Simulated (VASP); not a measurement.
## InAs: single point with RPBE

**Measured values to compare with.**

A printed reference work, data compilation reports, for a bulk crystal of InAs at 4.2 K: band gap 0.418 eV (direct).

The system is InAs.

```
In As
1.0
     0.00000    3.12761    3.12761
     3.12761    0.00000    3.12761
     3.12761    3.12761    0.00000
In As
1 1
Direct
  0.00000 0.00000 0.00000
  0.75000 0.75000 0.75000
```

```json
{"Program": "VASP 6.6.1", "Task": "single point", "Functional": "RPBE", "Potentials or basis": "VASP PAW PBE potentials, release 64 (In_d, As)", "Cutoff": "520 eV", "k mesh": "8 × 8 × 8", "Occupations": "fermi-dirac, width 0.05 eV", "Spin": "no spin polarisation", "Dipole correction": "no", "Further INCAR settings": "ALGO = Normal; EDIFF = 1e-06; NBANDS = 16"}
```

```
Pressure               : 0.0 GPa
Band gap on the k mesh : zero (filled and empty bands touch)
```

Levels at points of the mesh, in eV from the Fermi level:
```
           k point  band 5  band 6  band 7  band 8  band 9  band 10  band 11  band 12  band 13  band 14
(0.00, 0.00, 0.00)  -14.22  -11.27   -0.64   -0.06   -0.06    -0.06     3.84     3.84     3.84     7.35
(0.50, 0.00, 0.00)  -14.21  -10.10   -5.29   -0.90   -0.90     0.79     4.60     4.60     6.80     8.67
(0.50, 0.50, 0.00)  -14.20   -9.66   -5.44   -2.04   -2.04     1.77     2.05     8.59     8.59     8.66
```

Wall time 13 s on 1 thread of Intel(R) Xeon(R) 6975P-C (Granite Rapids), on a shared host, peak memory 0.21 GiB.

Against the measured gap of InAs, 0.418 eV (direct; 4.2 K; a printed reference work, data compilation), the calculated 0.00 eV is off by -0.42 eV. Spin-orbit coupling on As, In is left out. The value is that of RPBE on a finite k mesh, which can miss the band edges, without temperature or zero-point motion. Semilocal functionals fall short of measured gaps as a rule.

Caveat: the PAW data sets were made with another functional, which shifts forces and pressure a little; spin-orbit coupling is left out, which moves the levels of the heavy elements.
